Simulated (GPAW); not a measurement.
# InAs (F-43m) in GPAW: notebook

The runs below take InAs through single point, electron localisation function, with PBEsol, PBE, r2SCAN, LDA.

All numbers are computed with GPAW 26.7.0; they aren't measurements. Logs are shortened: lines on timing, memory, paths and dates and some standing lists are left out, and cuts for length are marked. The log counts tension as positive stress, the text compression.

**What was measured.**

From a printed reference work, data compilation, for a bulk crystal of InAs at 4.2 K: band gap 0.418 eV (direct).

The runs below are set against these values where they give the same quantity.

## 1. Starting point

Symmetry: F-43m, No. 216, cubic system. Conventional cell: a = 6.036 Å, b = 6.036 Å, c = 6.036 Å, α = 90.00°, β = 90.00°, γ = 90.00°. Around In (site symmetry -43m) lie 4 As at 2.61 Å. Around As (site symmetry -43m) lie 4 In at 2.61 Å.

## 2. Single point, PBEsol

The input, run.py:

```python
from ase.dft.bandgap import bandgap
from ase.io import read, write
from ase.units import GPa
from gpaw import GPAW, PW, setup_paths

setup_paths.insert(0, '.')

atoms = read('InAs.cif')

calc = GPAW(mode=PW(450),
            xc='PBEsol',
            kpts={'size': (6, 6, 6), 'gamma': True},
            occupations={'name': 'fermi-dirac', 'width': 0.01},
            nbands=18,
            convergence={'density': 1e-05, 'energy': 1e-05},
            maxiter=150,
            txt='gpaw.txt')
atoms.calc = calc
energy = atoms.get_potential_energy()
forces = atoms.get_forces()
stress = atoms.get_stress()
calc.write('gs.gpw')
write('result.traj', atoms)
print(f'Energy: {energy:.6f} eV')
print('Forces (eV/A):')
print(forces.round(4))
print('Stress (GPa):', (stress / GPa).round(3))
print('Fermi level:', round(calc.get_fermi_level(), 4), 'eV')
print(f'Gap: {bandgap(calc)[0]:.4f} eV, direct: {bandgap(calc, direct=True)[0]:.4f} eV')
```

The input, InAs.cif:

```cif
data_InAs
_cell_length_a 4.26809653
_cell_length_b 4.26809653
_cell_length_c 4.26809653
_cell_angle_alpha 60.00000000
_cell_angle_beta 60.00000000
_cell_angle_gamma 60.00000000
_space_group_name_H-M_alt 'P1'
_space_group_name_Hall 'P 1'
_space_group_IT_number 1
loop_
_space_group_symop_operation_xyz
'x,y,z'
loop_
_atom_site_label
_atom_site_type_symbol
_atom_site_symmetry_multiplicity
_atom_site_Wyckoff_symbol
_atom_site_fract_x
_atom_site_fract_y
_atom_site_fract_z
_atom_site_occupancy
In1 In 1 a 0.0000000000 0.0000000000 0.0000000000 1
As1 As 1 a 0.7500000000 0.7500000000 0.7500000000 1
```

Potentials or basis: PAW data sets generated in the run's folder for this functional, pw.

Started as:

```bash
gpaw-setup -f PBEsol As In
OMP_NUM_THREADS=1 python run.py
```

gpaw.txt:

```text
__  _  _
 | _ |_)|_||  |
 |__||  | ||/\| - 26.7.0

Input parameters:
  mode=PW(ecut=450.00000000000006),
  convergence={'density': 1e-05, 'energy': 1e-05},
  kpts=MonkhorstPack(size=(6, 6, 6), gamma=True),
  maxiter=150,
  nbands=18,
  occupations=Occupations(name='fermi-dirac', width=0.01),
  xc=XC(name='PBEsol')

Diagonalizing LCAO Hamiltonian
Converting LCAO to pw mode

                          As

       In

Atoms  # Å, Bohr magnetons
|   | symbol |        x |        y |        z |    initial magnetic moments |
|---|--------|----------|----------|----------|-----------------------------|
| 0 |     In | 0.000000 | 0.000000 | 0.000000 | ( 0.0000,  0.0000,  0.0000) |
| 1 |     As | 6.402145 | 3.696280 | 2.613665 | ( 0.0000,  0.0000,  0.0000) |

Unit cell  # Å
| periodic |        x |        y |        z |  lengths |    angles |
|----------|----------|----------|----------|----------|-----------|
|      yes | 4.268097 | 0.000000 | 0.000000 | 4.268097 | 60.000000 |
|      yes | 2.134048 | 3.696280 | 0.000000 | 4.268097 | 60.000000 |
|      yes | 2.134048 | 1.232093 | 3.484886 | 4.268097 | 60.000000 |

Number of symmetries: 24
Symmetry operations  # r_c * U_cc + t_c -> r_c
|    | kind |            matrix            |
|----|------|------------------------------|
|  0 |  E   |  1, 0, 0,  0, 1, 0,  0, 0, 1 |
|  1 |  σ   |  1, 0, 0,  0, 0, 1,  0, 1, 0 |
|  2 |  σ   |  1, 0,-1,  0, 1,-1,  0, 0,-1 |
|  3 |  C3  |  1, 0,-1,  0, 0,-1,  0, 1,-1 |
|  4 |  C3  |  1,-1, 0,  0,-1, 1,  0,-1, 0 |
|  5 |  σ   |  1,-1, 0,  0,-1, 0,  0,-1, 1 |
|  6 |  σ   |  0, 1, 0,  1, 0, 0,  0, 0, 1 |
|  7 |  C3  |  0, 1, 0,  0, 0, 1,  1, 0, 0 |
|  8 |  C2  |  0, 1,-1,  1, 0,-1,  0, 0,-1 |
|  9 |  S4  |  0, 1,-1,  0, 0,-1,  1, 0,-1 |
| 10 |  C3  |  0, 0, 1,  1, 0, 0,  0, 1, 0 |
| 11 |  σ   |  0, 0, 1,  0, 1, 0,  1, 0, 0 |
| 12 |  S4  |  0, 0,-1,  1, 0,-1,  0, 1,-1 |
| 13 |  C3  |  0, 0,-1,  0, 1,-1,  1, 0,-1 |
| 14 |  S4  |  0,-1, 1,  1,-1, 0,  0,-1, 0 |
| 15 |  C2  |  0,-1, 1,  0,-1, 0,  1,-1, 0 |
| 16 |  C3  |  0,-1, 0,  1,-1, 0,  0,-1, 1 |
| 17 |  S4  |  0,-1, 0,  0,-1, 1,  1,-1, 0 |
| 18 |  S4  | -1, 1, 0, -1, 0, 1, -1, 0, 0 |
| 19 |  C3  | -1, 1, 0, -1, 0, 0, -1, 0, 1 |
| 20 |  C3  | -1, 0, 1, -1, 1, 0, -1, 0, 0 |
| 21 |  S4  | -1, 0, 1, -1, 0, 0, -1, 1, 0 |
| 22 |  σ   | -1, 0, 0, -1, 1, 0, -1, 0, 1 |
| 23 |  C2  | -1, 0, 0, -1, 0, 1, -1, 1, 0 |

BZ-sampling:
  Number of BZ points: 216
  Number of IBZ points: 16

  Monkhorst-Pack size: [6, 6, 6]
  Monkhorst-Pack shift: [0.08333333333333333, 0.08333333333333333, 0.08333333333333333]

K-points  # in reciprocal-cell coordinates
|     |                                coordinates |     weight |
|-----|--------------------------------------------|------------|
|   0 | (  0.00000000,   0.00000000,   0.00000000) | 0.00462963 |
|   1 | (  0.16666667,   0.16666667,   0.00000000) | 0.02777778 |
|   2 | (  0.16666667,   0.16666667,   0.16666667) | 0.03703704 |
|   3 | (  0.33333333,   0.16666667,   0.16666667) | 0.05555556 |
|   4 | (  0.33333333,   0.33333333,  -0.33333333) | 0.05555556 |
|   5 | (  0.33333333,   0.33333333,   0.00000000) | 0.02777778 |
|   6 | (  0.33333333,   0.33333333,   0.16666667) | 0.11111111 |
|   7 | (  0.33333333,   0.33333333,   0.33333333) | 0.03703704 |
|   8 | (  0.50000000,   0.33333333,  -0.33333333) | 0.11111111 |
|   9 | (  0.50000000,   0.33333333,  -0.16666667) | 0.05555556 |
| ... |                                            |            |
|  15 | (  0.50000000,   0.50000000,   0.50000000) | 0.01851852 |

Plane wave coefficients: 1243
Cutoff: 450.00000000000006 eV

Spin-components: 1 (collinear spins)
Bands:           18
Projectors:      11
Spin-degeneracy: 2
Datatype:        complex128

Density:
  Valence electrons: 18.0
  Components: 1
  Grid points: [21 21 21]
  Charge: 0.0  # |e|

Potential:
  Grid points: [21 21 21]

species:
  In:
    name:    Indium
    Z:       49.0
    valence: 13
    core:    36
    charge:  0.0  # [|e|]
    compensation charges:
      type: gauss
      rc: 0.36  # [Å]
      lmax: 2
    cutoffs:
      filter: 2.09  # [Å]
      core: 2.48  # [Å]
    projectors
    | kind |    occ | energy [eV] | rcut [Å] |
    |------|--------|-------------|----------|
    |   5s |  2.000 |      -8.248 |    1.185 |
    |   5p |  1.000 |      -2.521 |    1.244 |
    |   4d | 10.000 |     -18.596 |    1.148 |
    |    s |        |      18.964 |    1.185 |
    |    p |        |      24.691 |    1.244 |
    |    d |        |       8.615 |    1.148 |

    Using partial waves for In as LCAO basis

  As:
    name:    Arsenic
    Z:       33.0
    valence: 5
    core:    28
    charge:  0.0  # [|e|]
    compensation charges:
      type: gauss
      rc: 0.33  # [Å]
      lmax: 2
    cutoffs:
      filter: 1.87  # [Å]
      core: 2.96  # [Å]
    projectors
    | kind |    occ | energy [eV] | rcut [Å] |
    |------|--------|-------------|----------|
    |   4s |  2.000 |     -14.495 |    1.058 |
    |   4p |  3.000 |      -5.197 |    1.058 |
    |    s |        |      12.716 |    1.058 |
    |    p |        |      22.014 |    1.058 |
    |    d |        |       0.000 |    1.058 |

    Using partial waves for As as LCAO basis

Reference energy: -221362.052302  # eV

eigensolver:
  PPCG
  Converge bands: occupied
  niter=2

density mixing:
  MSR1-Mixer
  Pratt-step length: 0.05
  Maximum mixing coefficient: 0.75
  Old densities: 10
  SVD Regularization: 0.005
  Good broyden scale: 1.0
  Trust region scale: 1.0
  Backstep threshold: 4.0
  History deletion threshold: 6.0
  Fourier metric: weight=20.0, sigma=0.015

occupation numbers:
  Fermi-Dirac:
    width: 0.0100  # eV

poisson solver:
  ecut: 3600.0000000000005  # eV

xc functional:
  name: PBEsol with 2 nearest neighbor stencil

convergence criteria:
- Maximum integral of absolute [dens]ity change: 1e-05 electrons / valence electron
- Maximum [total energy] change in last 3 cyles: 1e-05 eV / valence electron
- Maximum integral of absolute [eigenst]ate change: 4e-08 eV^2 / valence electron
maximum number of iterations: 150

SCF iterations
|iter     | |      energy | eigst |  dens |
|---------|-|-------------|-------|-------|
|iter:   1| |   -8.876485 | -0.52 |       |
|iter:   2| |   -8.830963 | -2.50 | -1.19 |
|iter:   3| |   -8.646929 | -2.04 | -1.23 |
|iter:   4| |   -8.645150 | -3.46 | -1.80 |
|iter:   5| |   -8.644972 | -4.27 | -2.36 |
|iter:   6| |   -8.644995c| -5.65 | -3.19 |
|iter:   7| |   -8.644997c| -6.61 | -3.66 |
|iter:   8| |   -8.644997c| -8.38c| -4.67 |
|iter:   9| |   -8.644997c| -8.61c| -5.42c|

Converged in 9 steps
Energy contributions relative to reference atoms: (reference = -221362.052302)

Energy contributions:
  Kinetic:          24.874808
  Coulomb:         -22.969132
  Zero:              0.202886
  External:          0.000000
  Xc:              -10.753471
  Entropy:          -0.000177
  Spinorbit:         0.000000
  ----------------------------
  Free energy:      -8.645086
  Extrapolated:     -8.644997

dipole moment: (-24.240594, -13.995313, -9.896181)  # |e|*Ang

Fermi level: 4.783
Eigenvalues  # (at kpt = [0.000, 0.000, 0.000])
| band index |      eig [eV] | occ [0-2] |
|------------|---------------|-----------|
|          0 |        -9.492 |     2.000 |
|        ... |               |           |
|          2 |        -9.492 |     2.000 |
|          3 |        -9.361 |     2.000 |
|          4 |        -9.361 |     2.000 |
|          5 |        -7.149 |     2.000 |
|          6 |         4.520 |     2.000 |
|          7 |         4.776 |     1.333 |
|          8 |         4.776 |     1.333 |
|          9 |         4.776 |     1.333 |
|         10 |         8.614 |     0.000 |
|         11 |         8.614 |     0.000 |
|         12 |         8.614 |     0.000 |
|         13 |        12.153 |     0.000 |
|         14 |        14.491 |     0.000 |
|         15 |        14.491 |     0.000 |
|         16 |        15.145 |     0.000 |
|         17 |        15.145 |     0.000 |

No gap
No difference between direct/indirect transitions

Forces  # eV/Ang
|       x |        y |       z |
|---------|----------|---------|
| 0.00000 |  0.00000 | 0.00000 |  # In   0
| 0.00000 | -0.00000 | 0.00000 |  # As   1

Stress tensor  # eV/Ang^3
|         x |         y |         z |
|-----------|-----------|-----------|
| -0.002306 |  0.000000 |  0.000000 |
|  0.000000 | -0.002306 |  0.000000 |
|  0.000000 |  0.000000 | -0.002306 |

# Writing to gs.gpw (mode='')
```

Run time: 13 s. Hardware: 1 thread of Arm Neoverse V1, shared host; peak memory 0.14 GiB.

What came out:

* Free energy: -8.6451 eV
* Pressure: 0.4 GPa
* Band gap on the k mesh: none (metal or under the smearing width)

Caveat: the cutoff is short for stress and forces, so pressures can be off by a GPa or more; this crystal is a semiconductor, whose small gap the functional closes, so the metal is an error of the method.

## 3. Single point, PBE

The input, run.py:

```python
from ase.io import read
from gpaw import PW
from gpaw.dft import DFT

atoms = read('InAs.cif')

dft = DFT(atoms,
          mode=PW(600),
          xc='PBE',
          kpts={'size': (8, 8, 8), 'gamma': True},
          occupations={'name': 'fermi-dirac', 'width': 0.05},
          nbands=18,
          convergence={'density': 1e-05, 'energy': 1e-05},
          maxiter=150,
          txt='gpaw.txt')
print(f'Energy: {dft.calculate_energy():.6f} eV')
print('Forces (eV/A):')
print(dft.calculate_forces().round(4))
print('Stress (eV/A^3):', dft.calculate_stress().round(6))
dft.write_gpw_file('gs.gpw')
```

InAs.cif is that of step 2.

Potentials or basis: GPAW PAW data sets (gpaw-data 1.2.1), pw.

Started as:

```bash
OMP_NUM_THREADS=1 python run.py
```

It took 16 s on 1 thread of Arm Neoverse V1, shared host; peak memory 0.16 GiB.

The run converged. Its results:

```yaml
Free_energy: -7.9051 eV
Pressure: 4.0 GPa
Band_gap_on_the_k_mesh: none (metal or under the smearing width)
```

Levels at points of the mesh, in eV from the Fermi level:
```csv
k point,band 5,band 6,band 7,band 8,band 9,band 10,band 11,band 12,band 13,band 14
"(0.00, 0.00, 0.00)",-14.23,-11.94,-0.21,-0.05,-0.05,-0.05,3.84,3.84,3.84,7.52
"(0.50, 0.50, 0.00)",-14.21,-9.90,-5.91,-2.40,-2.40,1.49,2.02,9.18,9.26,9.26
"(0.50, 0.50, 0.50)",-14.22,-10.45,-5.84,-1.05,-1.05,0.92,4.63,4.63,6.83,9.04
```

Caveat: this crystal is a semiconductor, whose small gap the functional closes, so the metal is an error of the method.

## 4. Electron localisation function, r2SCAN

The input, run.py:

```python
from ase import Atoms
from ase.dft.bandgap import bandgap
from ase.io import write
from ase.units import Bohr, GPa
from gpaw import GPAW, PW
from gpaw.elf import elf_from_dft_calculation

atoms = Atoms(['In', 'As'],
              cell=[[0.0, 3.018, 3.018],
                    [3.018, 0.0, 3.018],
                    [3.018, 3.018, 0.0]],
              scaled_positions=[[0.0, 0.0, 0.0],
                                [0.75, 0.75, 0.75]],
              pbc=True)

calc = GPAW(mode=PW(510),
            xc='MGGA_X_R2SCAN+MGGA_C_R2SCAN',
            kpts={'size': (4, 4, 4), 'gamma': True},
            occupations={'name': 'fermi-dirac', 'width': 0.01},
            nbands=18,
            convergence={'density': 1e-05, 'energy': 1e-05},
            maxiter=150,
            txt='gpaw.txt')
atoms.calc = calc
energy = atoms.get_potential_energy()
forces = atoms.get_forces()
stress = atoms.get_stress()
calc.write('gs.gpw')
write('result.traj', atoms)
print(f'Energy: {energy:.6f} eV')
print('Forces (eV/A):')
print(forces.round(4))
print('Stress (GPa):', (stress / GPa).round(3))
print('Fermi level:', round(calc.get_fermi_level(), 4), 'eV')
print(f'Gap: {bandgap(calc)[0]:.4f} eV, direct: {bandgap(calc, direct=True)[0]:.4f} eV')

# fields on the real-space grid
write('density.cube', atoms, data=calc.get_pseudo_density() * Bohr**3)
write('potential.cube', atoms, data=calc.get_electrostatic_potential())
write('elf.cube', atoms, data=elf_from_dft_calculation(calc).data)
```

Started as:

```bash
OMP_NUM_THREADS=1 python run.py
```

Run time: 30 s. Hardware: 1 thread of Arm Neoverse V1, shared host; peak memory 0.27 GiB.

Results (log left out):

```yaml
Free_energy: -30.8100 eV
Pressure: 1.9 GPa
Band_gap_on_the_k_mesh: 0.26 eV, direct
```

Levels at points of the mesh, in eV from the valence-band top:
| k point | band 7 | band 8 | band 9 | band 10 | band 11 | band 12 |
| --- | --- | --- | --- | --- | --- | --- |
| (0.00, 0.00, 0.00) | 0.00 | 0.00 | 0.00 | 0.26 | 4.23 | 4.23 |
| (0.50, 0.50, 0.00) | -5.98 | -2.43 | -2.43 | 1.78 | 2.34 | 9.87 |
| (0.50, 0.50, 0.50) | -5.93 | -1.04 | -1.04 | 1.31 | 5.02 | 5.02 |

Caveat: the k mesh is coarse (spacing up to 0.45 Å⁻¹), so the values aren't converged; the cutoff is short for stress and forces, so pressures can be off by a GPa or more; the PAW data sets were made with another functional, which shifts forces and pressure a little; spin-orbit coupling is left out, which moves the levels of the heavy elements. r2SCAN opens gaps a little over a GGA but as a rule still falls short of measured ones.

(Part 1 of 2 ends here.)
